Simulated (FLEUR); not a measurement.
Runs of FLEUR MaX-R8.1 (later development tree) on Co. It takes space group P6_3/mmc (No. 194, hexagonal). The conventional cell has a = 2.471 Å, b = 2.471 Å, c = 8.088 Å, α = 90.00°, β = 90.00°, γ = 120.00°. Co (site symmetry -6m2) is surrounded by 12 Co at 2.47 Å. Around Co (site symmetry -3m) lie 12 Co at 2.47 Å. 

```tsv
task	level	spin	gmax	muffin-tin radii	max iterations	mixing factor	mixer	kmax	moment (μB)	V0 of scaled cells (Å³/atom)	B0 (GPa)
single point	PBEsol	collinear, ferromagnetic start	14.5 1/bohr	Co 2.1 bohr	60	0.05	Anderson	4.67 1/bohr	(a)	-	-
band structure	PBE	collinear, ferromagnetic start	14.1 1/bohr	Co 2.16 bohr	60	0.05	Anderson	4.54 1/bohr	6.61	-	-
equation of state	PBE	collinear, program default start	14.5 1/bohr	Co 2.1 bohr	-	-	-	4.67 1/bohr	-	10.91	210
equation of state	PBEsol	collinear, program default start	14.5 1/bohr	Co 2.1 bohr	-	-	-	4.67 1/bohr	-	(b)	232
```

Alike in all rows: potentials or basis all-electron, FLAPW; cell as given; k mesh 12 × 12 × 4; smearing fermi-dirac 0.05 eV.

Q: Estimate the missing entries.

A: (a) 6.59; (b) 10.41.

Caveats: the cell was scaled at fixed shape and fractional positions, which overstates the stiffness of a crystal with free parameters, most of all of layers and chains (some runs).

Not every run made on this cell is shown here.
